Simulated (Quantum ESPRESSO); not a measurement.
# MoS2 (R3m) in Quantum ESPRESSO: runs at scaled volumes

Single points of MoS2 at other volumes, in PBE.

All numbers are computed with Quantum ESPRESSO 7.5; they aren't measurements. Logs are shortened: lines on timing, memory, paths and dates and some standing lists are left out, and cuts for length are marked.

## Step 1: The structure

Symmetry: R3m, No. 160, trigonal system. Conventional cell: a = 3.160 Å, b = 3.160 Å, c = 18.450 Å, α = 90.00°, β = 90.00°, γ = 120.00°. Around Mo (site symmetry 3m) lie 6 S at 2.39 Å. S (site symmetry 3m) is surrounded by 3 Mo at 2.39 Å. S (site symmetry 3m) has 3 Mo at 2.39 Å as nearest neighbours.

Measurements of this composition are mostly on another form, of space group No. 194.

## Step 2: Single point, PBE, 16.66 Å³/atom

File pw.in:

```
&CONTROL
  calculation = 'scf'
  prefix = 'pwscf'
  outdir = './tmp'
  pseudo_dir = './pseudo'
  tprnfor = .true.
  tstress = .true.
  disk_io = 'nowf'
/
&SYSTEM
  ibrav = 0
  nat = 3
  ntyp = 2
  ecutwfc = 60
  ecutrho = 440
  nbnd = 20
  occupations = 'smearing'
  smearing = 'fd'
  degauss = 0.00367493
/
&ELECTRONS
  conv_thr = 6d-10
  electron_maxstep = 120
  mixing_beta = 0.5
/
ATOMIC_SPECIES
Mo    95.9500 Mo_ONCV_PBE-1.0.oncvpsp.upf
S     32.0600 s_pbe_v1.4.uspp.F.UPF
CELL_PARAMETERS angstrom
   1.5477460518    0.8935915996    6.0244545686
  -1.5477460518    0.8935915996    6.0244545686
   0.0000000000   -1.7871831992    6.0244545686
ATOMIC_POSITIONS crystal
Mo     0.0000000000    0.0000000000    0.0000000000
S      0.4170000000    0.4170000000    0.4170000000
S      0.2500000000    0.2500000000    0.2500000000
K_POINTS automatic
10 10 10 0 0 0
```

Potentials or basis: SSSP 1.3 efficiency PBE.

Command:

```
OMP_NUM_THREADS=2 pw.x -in pw.in > pw.out
```

pw.out:

```text
This program is part of the open-source Quantum ESPRESSO suite
     for quantum simulation of materials; please cite
         "P. Giannozzi et al., J. Phys.:Condens. Matter 21 395502 (2009);
         "P. Giannozzi et al., J. Phys.:Condens. Matter 29 465901 (2017);
         "P. Giannozzi et al., J. Chem. Phys. 152 154105 (2020);
     in publications or presentations arising from this work. More details at

     Message from routine setup:
     using ibrav=0 with symmetry is DISCOURAGED, use correct ibrav instead

     G-vector sticks info
     --------------------
     sticks:   dense  smooth     PW     G-vecs:    dense   smooth      PW
     Sum        2367    1287    425                52739    21195    3981

     Using Slab Decomposition

     bravais-lattice index     =            0
     lattice parameter (alat)  =      11.8750  a.u.
     unit-cell volume          =     337.3684 (a.u.)^3
     number of atoms/cell      =            3
     number of atomic types    =            2
     number of electrons       =        26.00
     number of Kohn-Sham states=           20
     kinetic-energy cutoff     =      60.0000  Ry
     charge density cutoff     =     440.0000  Ry
     scf convergence threshold =      6.0E-10
     mixing beta               =       0.5000
     number of iterations used =            8  plain     mixing
     Exchange-correlation=  SLA  PW   PBX  PBC
                           (   1   4   3   4   0   0   0)

     celldm(1)=  11.874952  celldm(2)=   0.000000  celldm(3)=   0.000000
     celldm(4)=   0.000000  celldm(5)=   0.000000  celldm(6)=   0.000000

     crystal axes: (cart. coord. in units of alat)
               a(1) = (   0.246301   0.142202   0.958704 )
               a(2) = (  -0.246301   0.142202   0.958704 )
               a(3) = (   0.000000  -0.284404   0.958704 )

     reciprocal axes: (cart. coord. in units 2 pi/alat)
               b(1) = (  2.030034  1.172041  0.347691 )
               b(2) = ( -2.030034  1.172041  0.347691 )
               b(3) = (  0.000000 -2.344081  0.347691 )

     PseudoPot. # 1 for Mo read from file:
     Mo_ONCV_PBE-1.0.oncvpsp.upf
     Pseudo is Norm-conserving, Zval = 14.0
     Generated using ONCVPSP code by D. R. Hamann
     Using radial grid of 1526 points,  6 beta functions with:
                l(1) =   0
                l(2) =   0
                l(3) =   1
                l(4) =   1
                l(5) =   2
                l(6) =   2

     PseudoPot. # 2 for S  read from file:
     s_pbe_v1.4.uspp.F.UPF
     Pseudo is Ultrasoft + core correction, Zval =  6.0
     Generated by new atomic code, or converted to UPF format
     Using radial grid of  907 points,  6 beta functions with:
                l(1) =   0
                l(2) =   0
                l(3) =   1
                l(4) =   1
                l(5) =   2
                l(6) =   2
     Q(r) pseudized with  8 coefficients,  rinner =    1.300   1.300   1.300
                                                       1.300   1.300

     atomic species   valence    mass     pseudopotential
     Mo               14.00    95.95000     Mo( 1.00)
     S                 6.00    32.06000     S ( 1.00)

      6 Sym. Ops. (no inversion) found

   Cartesian axes

     site n.     atom                  positions (alat units)
         1        Mo     tau(   1) = (   0.0000000   0.0000000   0.0000000  )
         2        S      tau(   2) = (   0.0000000  -0.0000000   1.1993393  )
         3        S      tau(   3) = (   0.0000000   0.0000000   0.7190283  )

     number of k points=   116  Fermi-Dirac smearing, width (Ry)=  0.0037

     Number of k-points >= 100: set verbosity='high' to print them.

     Dense  grid:    52739 G-vectors     FFT dimensions: (  80,  80,  80)

     Smooth grid:    21195 G-vectors     FFT dimensions: (  60,  60,  60)

     Initial potential from superposition of free atoms

     starting charge      25.9989, renormalised to      26.0000
     Starting wfcs are   18 randomized atomic wfcs +    2 random wfcs

     Self-consistent Calculation

     iteration #  1     ecut=    60.00 Ry     beta= 0.50
     Davidson diagonalization with overlap
     ethr =  1.00E-02,  avg # of iterations =  5.2

     Threshold (ethr) on eigenvalues was too large:
     Diagonalizing with lowered threshold

     Davidson diagonalization with overlap
     ethr =  5.19E-04,  avg # of iterations =  2.2

     total energy              =    -185.47292743 Ry
     estimated scf accuracy    <       0.14476526 Ry

     iteration #  2     ecut=    60.00 Ry     beta= 0.50
     Davidson diagonalization with overlap
     ethr =  5.57E-04,  avg # of iterations =  3.2

     total energy              =    -185.47830201 Ry
     estimated scf accuracy    <       0.19089737 Ry

     iteration #  3     ecut=    60.00 Ry     beta= 0.50
     Davidson diagonalization with overlap
     ethr =  5.57E-04,  avg # of iterations =  2.0

     total energy              =    -185.51464053 Ry
     estimated scf accuracy    <       0.02113383 Ry

     iteration #  4     ecut=    60.00 Ry     beta= 0.50
     Davidson diagonalization with overlap
     ethr =  8.13E-05,  avg # of iterations =  2.2

     total energy              =    -185.51733847 Ry
     estimated scf accuracy    <       0.00071396 Ry

     iteration #  5     ecut=    60.00 Ry     beta= 0.50
     Davidson diagonalization with overlap
     ethr =  2.75E-06,  avg # of iterations =  6.1

     total energy              =    -185.51740680 Ry
     estimated scf accuracy    <       0.00002760 Ry

     iteration #  6     ecut=    60.00 Ry     beta= 0.50
     Davidson diagonalization with overlap
     ethr =  1.06E-07,  avg # of iterations =  3.2

     total energy              =    -185.51741782 Ry
     estimated scf accuracy    <       0.00000338 Ry

     iteration #  7     ecut=    60.00 Ry     beta= 0.50
     Davidson diagonalization with overlap
     ethr =  1.30E-08,  avg # of iterations =  3.1

     total energy              =    -185.51741864 Ry
     estimated scf accuracy    <       0.00000058 Ry

     iteration #  8     ecut=    60.00 Ry     beta= 0.50
     Davidson diagonalization with overlap
     ethr =  2.24E-09,  avg # of iterations =  3.0

     total energy              =    -185.51741883 Ry
     estimated scf accuracy    <       0.00000009 Ry

     iteration #  9     ecut=    60.00 Ry     beta= 0.50
     Davidson diagonalization with overlap
     ethr =  3.55E-10,  avg # of iterations =  2.4

     total energy              =    -185.51741885 Ry
     estimated scf accuracy    <          3.8E-09 Ry

     iteration # 10     ecut=    60.00 Ry     beta= 0.50
     Davidson diagonalization with overlap
     ethr =  1.47E-11,  avg # of iterations =  3.4

     End of self-consistent calculation

     Number of k-points >= 100: set verbosity='high' to print the bands.

     the Fermi energy is    12.6659 ev

!    total energy              =    -185.51741885 Ry
     estimated scf accuracy    <          1.8E-10 Ry
     smearing contrib. (-TS)   =      -0.00000009 Ry
     internal energy E=F+TS    =    -185.51741876 Ry

     The total energy is F=E-TS. E is the sum of the following terms:
     one-electron contribution =     -86.13699438 Ry
     hartree contribution      =      54.85902671 Ry
     xc contribution           =     -32.81021079 Ry
     ewald contribution        =    -121.42924030 Ry

     convergence has been achieved in  10 iterations

     Forces acting on atoms (cartesian axes, Ry/au):

     atom    1 type  1   force =    -0.00000000    0.00000000    0.00384501
     atom    2 type  2   force =    -0.00000000    0.00000000    0.06161624
     atom    3 type  2   force =    -0.00000000    0.00000000   -0.06546124

     Total force =     0.089981     Total SCF correction =     0.000061

     Computing stress (Cartesian axis) and pressure

          total   stress  (Ry/bohr**3)                   (kbar)     P=      168.36
   0.00106234  -0.00000000  -0.00000000          156.28       -0.00       -0.00
   0.00000000   0.00106234  -0.00000000            0.00      156.28       -0.00
   0.00000000  -0.00000000   0.00130885            0.00       -0.00      192.54

=------------------------------------------------------------------------------=
   JOB DONE.
=------------------------------------------------------------------------------=
```

Wall time 7.9 min (2 threads of Arm Neoverse V1, shared host); peak memory 0.32 GiB.

What came out:

| Quantity | Value |
| --- | --- |
| Free energy | -2524.0931 eV |
| Pressure | 16.8 GPa |
| Largest force | 1.683 eV/Å |
| Band gap on the k mesh | 0.90 eV, indirect (least direct gap 2.13 eV) |

Caveat: forces of over 1 eV/Å show positions far from the minimum, so gaps and moduli don't describe the material at rest.

## Step 3: Single point, PBE, 17.02 Å³/atom

pw.in: that of step 2 with these lines changed.

```diff
@@ -29,5 +29,5 @@
 CELL_PARAMETERS angstrom
-   1.5477460518    0.8935915996    6.0244545686
-  -1.5477460518    0.8935915996    6.0244545686
-   0.0000000000   -1.7871831992    6.0244545686
+   1.5586460310    0.8998847055    6.0668817029
+  -1.5586460310    0.8998847055    6.0668817029
+   0.0000000000   -1.7997694111    6.0668817029
 ATOMIC_POSITIONS crystal
```

Potentials or basis: SSSP 1.3 efficiency PBE.

Command:

```
OMP_NUM_THREADS=2 pw.x -in pw.in > pw.out
```

Run time: 7.8 min. Hardware: 2 threads of Arm Neoverse V1, shared host; peak memory 0.33 GiB.

Results (log left out):

```yaml
Free_energy: -2524.1906 eV
Pressure: 12.6 GPa
Largest_force: 1.266 eV/Å
Band_gap_on_the_k_mesh: 0.92 eV, indirect (least direct gap 2.07 eV)
```

Caveat: forces of over 1 eV/Å show positions far from the minimum, so gaps and moduli don't describe the material at rest.

## Step 4: Single point, PBE, 17.37 Å³/atom

pw.in: that of step 3 with these lines changed.

```diff
@@ -29,5 +29,5 @@
 CELL_PARAMETERS angstrom
-   1.5586460310    0.8998847055    6.0668817029
-  -1.5586460310    0.8998847055    6.0668817029
-   0.0000000000   -1.7997694111    6.0668817029
+   1.5693956536    0.9060910031    6.1087235885
+  -1.5693956536    0.9060910031    6.1087235885
+   0.0000000000   -1.8121820061    6.1087235885
 ATOMIC_POSITIONS crystal
```

Command:

```
OMP_NUM_THREADS=2 pw.x -in pw.in > pw.out
```

Run time: 7.9 min. Hardware: 2 threads of Arm Neoverse V1, shared host; peak memory 0.33 GiB.

Results (log left out):

```
Free energy            : -2524.2613 eV
Pressure               : 8.7 GPa
Largest force          : 0.879 eV/Å
Band gap on the k mesh : 0.94 eV, indirect (least direct gap 2.02 eV)
```
